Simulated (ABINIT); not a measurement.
A run of ABINIT 10.8.3 (patched build) is set up as follows.

File run.abi:

```
pp_dirpath "./"
pseudos "Pb.GGA_PBE-JTH.xml, Se.GGA_PBE-JTH.xml"

acell 3*1.0
rprim
     0.0000000000     5.7837902633     5.7837902633
     5.7837902633     0.0000000000     5.7837902633
     5.7837902633     5.7837902633     0.0000000000
ntypat 2
znucl 82 34
natom 2
typat 1 2
xcart
     0.0000000000     0.0000000000     0.0000000000
     5.7837902633     5.7837902633     5.7837902633

ecut 19.0
pawecutdg 38.0

kptopt 4
ngkpt 6 6 6
nshiftk 1
shiftk 0.0 0.0 0.0

ixc 11

nband 28
occopt 3
tsmear 0.05 eV

nspinor 2
nspden 1
pawspnorb 1

nstep 100
tolvrs 1.0e-9

iomode 3
prtwf 0
prtden 0
prteig 0
prtebands 0
enunit 2
```

Potentials or basis: JTH PAW PBE v2.0.

Command:

```console
$ mpirun --bind-to none -np 4 abinit run.abi > log 2>&1
```

(1) Estimate the band gap on the k mesh.

Answers

(1) 0.13 eV, direct.
